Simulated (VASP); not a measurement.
# N (P6_3/mmc) in VASP: single point with PBEsol

Aim: the single point of N with PBEsol.

Everything below comes from runs of VASP 6.6.1. Logs are shortened: lines on timing, memory, paths and dates and some standing lists are left out, and cuts for length are marked.

## Step 1: Starting point

It takes space group P6_3/mmc (No. 194, hexagonal). The conventional cell has a = 4.167 Å, b = 4.167 Å, c = 7.006 Å, α = 90.00°, β = 90.00°, γ = 120.00°. N (site symmetry 3m) is surrounded by 1 N at 1.11 Å.

## Step 2: Single point, PBEsol

INCAR reads:

```
  PREC = Accurate
  ENCUT = 520
  EDIFF = 1E-6
  ISMEAR = 0
  SIGMA = 0.1
  LREAL = False
  LASPH = True
  NELM = 100
  ALGO = Normal
  ISIF = 2
  LWAVE = False
  LCHARG = True
  GGA = PS
  LELF = True
  LVHAR = True
  NBANDS = 18
```

KPOINTS reads:

```
Automatic mesh
0
Gamma
  6 6 4
```

POSCAR reads:

```
N
1.0
    4.1672328106      0.0000000000      0.0000000000
   -2.0836164053      3.6089294775      0.0000000000
    0.0000000000      0.0000000000      7.0060035100
N
4
Direct
    0.3333333300      0.6666666700      0.3289300400
    0.3333333300      0.6666666700      0.1710699600
    0.6666666700      0.3333333300      0.8289300400
    0.6666666700      0.3333333300      0.6710699600
```

Potentials or basis: VASP PAW PBE potentials, release 64 (N).

Run with:

```console
$ cat potpaw_PBE.64/N/POTCAR > POTCAR
$ mpirun -np 1 vasp_std > vasp.out
```

OUTCAR:

```text
PREC = Accurate
   ENCUT = 520
   EDIFF = 1E-6
   ISMEAR = 0
   LREAL = False
   LASPH = True
   NELM = 100
   ISIF = 2
   GGA = PS

 ion  position               nearest neighbor table
   1  0.333  0.667  0.329-   2 1.11
   2  0.333  0.667  0.171-   1 1.11
   3  0.667  0.333  0.829-   4 1.11
   4  0.667  0.333  0.671-   3 1.11

  LATTYP: Found a hexagonal cell.
 ALAT       =     4.1672328106
 C/A-ratio  =     1.6812124084

  Lattice vectors:

 A1 = (   4.1672328106,   0.0000000000,   0.0000000000)
 A2 = (  -2.0836164053,   3.6089294775,   0.0000000000)
 A3 = (   0.0000000000,   0.0000000000,   7.0060035100)

Analysis of symmetry for initial positions (statically):
=====================================================================
 Subroutine PRICEL returns:
 Original cell was already a primitive cell.

 Routine SETGRP: Setting up the symmetry group for a
 hexagonal supercell.

 Subroutine GETGRP returns: Found 24 space group operations
 (whereof 12 operations were pure point group operations)
 out of a pool of 24 trial point group operations.

The static configuration has the point symmetry D_3d.
 The point group associated with its full space group is D_6h.

Analysis of symmetry for dynamics (positions and initial velocities):
=====================================================================
 Subroutine PRICEL returns:
 Original cell was already a primitive cell.

 Routine SETGRP: Setting up the symmetry group for a
 hexagonal supercell.

 Subroutine GETGRP returns: Found 24 space group operations
 (whereof 12 operations were pure point group operations)
 out of a pool of 24 trial point group operations.

The dynamic configuration has the point symmetry D_3d.
 The point group associated with its full space group is D_6h.

 Subroutine INISYM returns: Found 24 space group operations
 (whereof 12 operations are pure point group operations),
 and found     1 'primitive' translations

----------------------------------------------------------------------------------------

                                     Primitive cell

  volume of cell :     105.3650

  direct lattice vectors                    reciprocal lattice vectors
     4.167232811  0.000000000  0.000000000     0.239967395  0.138545240  0.000000000
    -2.083616405  3.608929477  0.000000000     0.000000000  0.277090480  0.000000000
     0.000000000  0.000000000  7.006003510     0.000000000  0.000000000  0.142734727

  length of vectors
     4.167232811  4.167232811  7.006003510     0.277090480  0.277090480  0.142734727

  position of ions in fractional coordinates (direct lattice)
     0.333333330  0.666666670  0.328930040
     0.333333330  0.666666670  0.171069960
     0.666666670  0.333333330  0.828930040
     0.666666670  0.333333330  0.671069960

  ion indices of the primitive-cell ions
   primitive index   ion index
                 1           1
                 2           2
                 3           3
                 4           4

----------------------------------------------------------------------------------------

 KPOINTS: Automatic mesh

Automatic generation of k-mesh.
 Grid dimensions read from file:
 generate k-points for:    6    6    4

 Generating k-lattice:

  Cartesian coordinates                     Fractional coordinates (reciprocal lattice)
     0.039994566  0.023090873  0.000000000     0.166666667  0.000000000  0.000000000
     0.000000000  0.046181747  0.000000000     0.000000000  0.166666667  0.000000000
     0.000000000  0.000000000  0.035683682     0.000000000  0.000000000  0.250000000

  Length of vectors
     0.046181747  0.046181747  0.035683682

  Shift w.r.t. Gamma in fractional coordinates (k-lattice)
     0.000000000  0.000000000  0.000000000

 Subroutine IBZKPT returns following result:
 ===========================================

 Found     21 irreducible k-points:

 Following reciprocal coordinates:
            Coordinates               Weight
  0.000000  0.000000  0.000000      1.000000
  0.166667  0.000000  0.000000      6.000000
  0.333333  0.000000  0.000000      6.000000
  0.500000  0.000000  0.000000      3.000000
  0.166667  0.166667  0.000000      6.000000
  0.333333  0.166667  0.000000     12.000000
[... 13 lines left out ...]
  0.333333  0.166667  0.500000     12.000000
  0.333333  0.333333  0.500000      2.000000
   k-points           NKPTS =     21   k-points in BZ     NKDIM =     21   number of bands    NBANDS=     18
   number of dos      NEDOS =    301   number of ions     NIONS =      4
   total plane-waves  NPLWV =  55296
   dimension x,y,z NGX =    32 NGY =   32 NGZ =   54
   dimension x,y,z NGXF=    64 NGYF=   64 NGZF=  108
   ions per type =               4
   NGX,Y,Z   is equivalent  to a cutoff of  12.77, 12.77, 12.81 a.u.
   NGXF,Y,Z  is equivalent  to a cutoff of  25.53, 25.53, 25.63 a.u.
 SYSTEM =  unknown system
   PREC   = accura    normal or accurate (medium, high low for compatibility)
   ISTART =      0    job   : 0-new  1-cont  2-samecut
   ICHARG =      2    charge: 1-file 2-atom 10-const
   ISPIN  =      1    spin polarized calculation?
   LNONCOLLINEAR =      F non collinear calculations
   LSORBIT =      F    spin-orbit coupling
   LASPH  =      T    aspherical Exc in radial PAW
   ENCUT  =  520.0 eV  38.22 Ry    6.18 a.u.   7.75  7.75 13.03*2*pi/ulx,y,z
   NELM   =    100;   NELMIN=  2; NELMDL= -5     # of ELM steps
   EDIFF  = 0.1E-05   stopping-criterion for ELM
   LREAL  =      F    real-space projection
   EDIFFG = 0.1E-04   stopping-criterion for IOM
   NSW    =      0    number of steps for IOM
   IBRION =     -1    ionic relax: 0-MD 1-quasi-New 2-CG
   NFREE  =      0    steps in history (QN), initial steepest desc. (CG)
   ISIF   =      2    stress and relaxation
   ISYM   =      2    0-nonsym 1-usesym 2-fastsym
   POTIM  = 0.5000    time-step for ionic-motion
   TEBEG  =    0.0;   TEEND  =   0.0 temperature during run
   PSTRESS=    0.0 pullay stress
   NELECT =      20.0000    total number of electrons
   NUPDOWN=      -1.0000    fix difference up-down
   EMIN   =  10.00;   EMAX   =-10.00  energy-range for DOS
   EFERMI =   0.00;   METHOD = LEGACY
   ISMEAR =     0;   SIGMA  =   0.10  broadening in eV -4-tet -1-fermi 0-gaus
   EFERMI_NEDOS =   21; number of points for ismear=-14 and -15
   IALGO  =     38    algorithm
   IMIX   =      4    mixing-type and parameters
     AMIX     =   0.40;   BMIX     =  1.00
     AMIX_MAG =   1.60;   BMIX_MAG =  1.00
  volume/ion in A,a.u.               =      26.34       177.76
  Fermi-wavevector in a.u.,A,eV,Ry     =   0.940848  1.777944 12.043801  0.885194
  Thomas-Fermi vector in A             =   2.068300
   LORBIT       =      0    0 simple, 1 ext, 2 COOP (PROOUT), +10 PAW based schemes
   GGA     = PS    functional components
   LHFCALC =     F    Hartree Fock is set to
   AEXX    =    0.0000 exact exchange contribution
   IVDW    =     0    specifies the selected vdW correction
   LEPSILON=     F    determine dielectric tensor
   LRPA    =     F    only Hartree local field effects (RPA)
 non-spin polarized calculation
 Gauss-broadening in eV      SIGMA  =   0.10
  energy-cutoff  :      520.00
  volume of cell :      105.37
 maximum number of plane-waves:      2882
 NGX is ok and might be reduce to    32
   NGX = 15   NGY = 15   NGZ = 27

 number of electron      20.0000001 magnetization

 Free energy of the ion-electron system (eV)
  ---------------------------------------------------
  ext. energy  EPLUGINS =         0.00000000
  ---------------------------------------------------
  free energy    TOTEN  =       -34.13057060 eV

  energy without entropy =      -34.13057060  energy(sigma->0) =      -34.13057060

 E-fermi :  -6.1848     XC(G=0):  -5.8128

 val. band max:       -6.6954919350   @ k =   0.0000   0.0000   0.0000
 cond. band min:       0.2760554357   @ k =   0.3333   0.3333   0.0000
 fundamental gap:      6.9715473707
 Fermi energy:        -6.1848284426

 k-point     1 :       0.0000    0.0000    0.0000
  band No.  band energies     occupation
      1     -25.2647      2.00000
      2     -25.2402      2.00000
      3     -10.8153      2.00000
      4     -10.0751      2.00000
      5      -8.5371      2.00000
      6      -8.5371      2.00000
[... 10 lines left out ...]
     17       5.9091      0.00000
     18       9.8012      0.00000

 k-point     2 :       0.1667    0.0000    0.0000
  band No.  band energies     occupation
      1     -25.2597      2.00000
      2     -25.2381      2.00000
      3     -10.7588      2.00000
      4     -10.1055      2.00000
      5      -8.6114      2.00000
      6      -8.5621      2.00000
[... 10 lines left out ...]
     17       6.3621      0.00000
     18       8.3581      0.00000

 k-point     3 :       0.3333    0.0000    0.0000
  band No.  band energies     occupation
      1     -25.2490      2.00000
      2     -25.2349      2.00000
      3     -10.6182      2.00000
      4     -10.1925      2.00000
      5      -8.7717      2.00000
      6      -8.6793      2.00000
[... 10 lines left out ...]
     17       6.8033      0.00000
     18       7.4243      0.00000

 k-point     4 :       0.5000    0.0000    0.0000
  band No.  band energies     occupation
      1     -25.2426      2.00000
      2     -25.2345      2.00000
      3     -10.5109      2.00000
      4     -10.2726      2.00000
      5      -8.8432      2.00000
      6      -8.7347      2.00000
[... 312 lines left out ...]
      4     -10.4483      2.00000
      5      -8.6361      2.00000
      6      -8.6360      2.00000
[... 10 lines left out ...]
     17       7.6027      0.00000
     18       7.6027      0.00000

 k-point    20 :       0.3333    0.1667    0.5000
  band No.  band energies     occupation
      1     -25.2386      2.00000
      2     -25.2386      2.00000
      3     -10.4145      2.00000
      4     -10.4145      2.00000
      5      -8.7056      2.00000
      6      -8.7056      2.00000
[... 10 lines left out ...]
     17       6.4993      0.00000
     18       6.4993      0.00000

 k-point    21 :       0.3333    0.3333    0.5000
  band No.  band energies     occupation
      1     -25.2369      2.00000
      2     -25.2369      2.00000
      3     -10.4026      2.00000
      4     -10.4026      2.00000
      5      -8.6786      2.00000
      6      -8.6786      2.00000
[... 10 lines left out ...]
     17       6.0378      0.00000
     18       6.0378      0.00000

------------------------ aborting loop because EDIFF is reached ----------------------------------------

  FORCE on cell =-STRESS in cart. coord.  units (eV):
  Direction    XX          YY          ZZ          XY          YZ          ZX
  --------------------------------------------------------------------------------------
  -------------------------------------------------------------------------------------
  Total        0.0081520      0.0081520      1.9472923      0.0000000     -0.0000000      0.0000000
  in kB        0.1239590      0.1239590     29.6104648      0.0000000     -0.0000000      0.0000000
  external PRESSURE =       9.9527943 kB  Pullay stress =       0.0000000 kB

 VOLUME and BASIS-vectors are now :
 -----------------------------------------------------------------------------
  energy-cutoff  :      520.00
  volume of cell :      105.37
      direct lattice vectors                 reciprocal lattice vectors
     4.167232811  0.000000000  0.000000000     0.239967395  0.138545240  0.000000000
    -2.083616405  3.608929477  0.000000000     0.000000000  0.277090480  0.000000000
     0.000000000  0.000000000  7.006003510     0.000000000  0.000000000  0.142734727

 POSITION                                       TOTAL-FORCE (eV/Angst)
 -----------------------------------------------------------------------------------
     -0.00000      2.40595      2.30449         0.000000     -0.000000      0.892774
     -0.00000      2.40595      1.19852        -0.000000     -0.000000     -0.892774
      2.08362      1.20298      5.80749        -0.000000      0.000000      0.892774
      2.08362      1.20298      4.70152        -0.000000     -0.000000     -0.892774
 -----------------------------------------------------------------------------------
    total drift:                               -0.000031      0.000018     -0.000006

  FREE ENERGIE OF THE ION-ELECTRON SYSTEM (eV)
  ---------------------------------------------------
  free  energy   TOTEN  =       -34.1305706008 eV

  energy  without entropy=      -34.1305706008  energy(sigma->0) =      -34.13057060
```

It took 18 s on 1 thread of Intel Xeon 6975P-C (Granite Rapids), shared host; peak memory 0.21 GiB.

What came out:

```
Free energy            : -34.1306 eV
Pressure               : 1.0 GPa
Largest force          : 0.893 eV/Å
Band gap on the k mesh : 6.97 eV, indirect (least direct gap 7.29 eV)
```

Forces in eV/Å, atoms in the order of the input:
```
N    0.000  0.000  0.893
N    0.000  0.000 -0.893
N    0.000  0.000  0.893
N    0.000  0.000 -0.893
```

Levels at points of the mesh, in eV from the valence-band top:
```csv
k point,band 8,band 9,band 10,band 11,band 12,band 13
"(0.00, 0.00, 0.00)",-1.74,-1.10,0.00,7.69,7.69,8.16
"(0.50, 0.00, 0.00)",-1.77,-0.56,-0.22,7.08,7.41,7.77
"(0.00, 0.00, 0.50)",-1.79,-0.50,-0.50,7.91,7.91,7.91
"(0.50, 0.00, 0.50)",-1.85,-0.43,-0.43,7.43,7.43,7.81
```

Caveat: the standard files for N, O and F lose accuracy on very short bonds; the PAW data sets were made with another functional, which shifts forces and pressure a little. A k mesh can miss the band edges.
